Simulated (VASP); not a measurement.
Input of a VASP 6.6.1 run:

The input POSCAR:

```
TiO2
1.0
    4.5922000000      0.0000000000      0.0000000000
    0.0000000000      4.5922000000      0.0000000000
    0.0000000000      0.0000000000      2.9574000000
Ti O
2 4
Direct
    0.0000000000      0.0000000000      0.0000000000
    0.5000000000      0.5000000000      0.5000000000
    0.3049600000      0.3049600000      0.0000000000
    0.1950400000      0.8049600000      0.5000000000
    0.6950400000      0.6950400000      0.0000000000
    0.8049600000      0.1950400000      0.5000000000
```

Contents of INCAR.step1:

```
PREC = Accurate
ENCUT = 600
EDIFF = 1E-8
ISMEAR = 0
SIGMA = 0.02
LREAL = F
LASPH = T
NELM = 60
ALGO = Normal
ISIF = 3
LWAVE = F
LCHARG = F
GGA = CA
IBRION = 2
NSW = 40
EDIFFG = -0.002
```

INCAR.step2

```
PREC = Accurate
ENCUT = 600
EDIFF = 1E-8
ISMEAR = 0
SIGMA = 0.02
LREAL = F
LASPH = T
NELM = 60
ALGO = Normal
ISIF = 3
LWAVE = F
LCHARG = F
GGA = CA
IBRION = 6
NFREE = 2
POTIM = 0.015
NSW = 1
```

KPOINTS

```
Automatic mesh
0
Gamma
  6 6 10
```

Potentials or basis: VASP PAW LDA potentials, release 64 (Ti_sv, O).

Run with:

```bash
$ cat potpaw_LDA.64/Ti_sv/POTCAR potpaw_LDA.64/O/POTCAR > POTCAR
$ cp INCAR.step1 INCAR
$ mpirun -np 1 vasp_std > vasp.out
$ cp CONTCAR POSCAR
$ cp INCAR.step2 INCAR
$ mpirun -np 1 vasp_std > vasp.out
```

Predict the Voigt bulk modulus.

250 GPa.

Predict the highest phonon frequency at Γ, LO-TO splitting left out.

818 cm⁻¹.

Estimate the relaxed volume.

10.09 Å³/atom.

Elastic tensor in Voigt notation (GPa, in the Cartesian axes of the cell as first typed):
```
295 221 173   0   0   0
221 295 173   0   0   0
173 173 523   0   0   0
  0   0   0 124   0   0
  0   0   0   0 124   0
  0   0   0   0   0 245
```
